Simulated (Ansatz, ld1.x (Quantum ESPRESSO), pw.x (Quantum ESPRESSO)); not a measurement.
Mg: one change to the TM potential, in the atom and in the fcc crystal

- Element: magnesium
- Generator: ld1.x (Quantum ESPRESSO) 7.5
- Type: norm-conserving Troullier–Martins (Kleinman–Bylander form)
- Functional: PBE
- Relativity: scalar-relativistic
- Frozen core: [Ne]
- Valence charge: 2
- Reference configuration: 3s2 3p0
- Partial waves: 3p (bound, empty): rc 2.75 bohr; 3d channel at 0.05 Ry: rc 2.85 bohr; 3s (bound): rc 2.70 bohr
- Local potential: the s channel
- Core correction: none

Change: all radii scaled by about 1.11 (s 3.00, p 3.04, d 3.16 bohr).

Cutoffs, loose and tight: the cutoffs (Ry, on a coarse ladder) from which the occupation-weighted sum of valence levels, in a spherical-Bessel basis at the reference potential, stays within 10 and 1 mRy of its value at 400 Ry. They do not see the model core or the augmentation charge, which bear on the density cutoff. Test errors are all-electron minus pseudo excitation energies from the reference, over the configurations 3s1 3p0; 3s1.5 3p0; 3s1 3p1; 3s0 3p2; 3s0 3p1; variants that change the core or the reference have their own tests.

Crystal test: fcc Mg in pw.x 7.5, no spin, 13³ k-points, Fermi–Dirac smearing 0.01 Ry, cutoffs set for each file from its atomic test. The reference is all-electron LAPW (Ansatz 0.2.0) with the same functional, mesh and smearing; V0 and B0 come from Birch–Murnaghan fits to the pressures at five volumes. Errors are pseudo minus all-electron; Δ is the rms difference of the E(V) curves that follow from these fits, minima aligned, over ±6 % about the mean V0. Mesh and smearing are coarse, so the numbers serve the comparison and aren't converged zero-temperature values; the lattice is a test structure that the element need not adopt.

All-electron: a0 = 4.524 Å (V0 = 23.15 Å³/atom), B0 = 35.0 GPa.

Question: Does the change bring the crystal closer to the all-electron result?

Answer: The mean pressure error goes from -0.19 to -0.33 GPa, so the change moves the solid further from the all-electron pressures.

```csv
quantity,base,changed
outcome (atom),generated,generated
"cutoff, loose (atom)",6 Ry,6 Ry
"cutoff, tight (atom)",15 Ry,12 Ry
bound ghosts (atom),none,none
largest test error (meV) (atom),+121,+110
cutoffs in pw.x (Ry),35/140,35/140
a0 (Å),4.516,4.510
a0 error (%),-0.18,-0.32
B0 error (%),-0.5,+0.2
Δ (meV/atom),1.0,1.7
mean pressure error (GPa),-0.19,-0.33
```

Changed file: The largest radius (3.16 bohr) exceeds half the bond length (3.02 bohr), so the spheres overlap, which is one possible source of error among others. The atomic cutoffs weigh occupied waves only.
